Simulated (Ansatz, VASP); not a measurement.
Ir: VASP beside Ansatz

The input INCAR:

```
ALGO = Normal
EDIFF = 1E-7
ENCUT = 520
GGA = PE
ISIF = 2
ISMEAR = -1
LASPH = True
LCHARG = False
LREAL = False
LWAVE = False
NBANDS = 10
NELM = 80
PREC = Accurate
SIGMA = 0.05
```

Contents of KPOINTS:

```
k-points
0
Gamma
  12 12 12
```

Contents of POSCAR:

```
Ir
1.0
    0.0000000000      1.9156000000      1.9156000000
    1.9539120000      0.0000000000      1.9156000000
    1.9539120000      1.9156000000      0.0000000000
Ir
1
Direct
    0.0000000000      0.0000000000      0.0000000000
```

File input.yaml:

```yaml
crystal:
  lattice:
    - [0.0, 1.9156, 1.9156]
    - [1.953912, 0.0, 1.9156]
    - [1.953912, 1.9156, 0.0]
  atoms:
    - { symbol: Ir, position: [0.0, 0.0, 0.0] }
hamiltonian:
  xc: pbe
  pseudopotentials: { kind: paw }
kpoints:
  mp_grid: { grid: [12, 12, 12] }
scf:
  occupations: { method: fermi_dirac, width: 0.05 }
output:
  forces: true
  stress: true
  eigenvalues: true
  write_density: true
  write_potential: true
  elf: true
  volumetric_format: npy
```

Alike in both runs: task single point; functional PBE; k mesh 12 × 12 × 12; occupations fermi-dirac, width 0.05 eV; no spin polarisation.

|  | VASP | Ansatz |
| --- | --- | --- |
| version | VASP 6.6.1 | Ansatz 0.2.0 |
| potentials or method | VASP PAW PBE potentials, release 64 (Ir) | Ansatz PAW |
| plane-wave cutoff (eV) | 520 | 420 |
| valence electrons in the cell | 9 | 17 |

|  | VASP | Ansatz | Ansatz less VASP |
| --- | --- | --- | --- |
| gap on the k mesh at the Fermi level (eV) | none | none | - |
| pressure (GPa) | 4.1 | 3.6 | -0.55 |
| largest component of the traceless stress (GPa) | 5.10 | 5.11 | +0.012 |

A gap of «none» marks a metal or a gap that the smearing closes. The functional is the same, so the differences come from potentials, cutoffs and numerics. The two sets of potentials don't hold the same shells in valence.

The runs have no spin-orbit coupling, so splittings on Ir are missing.
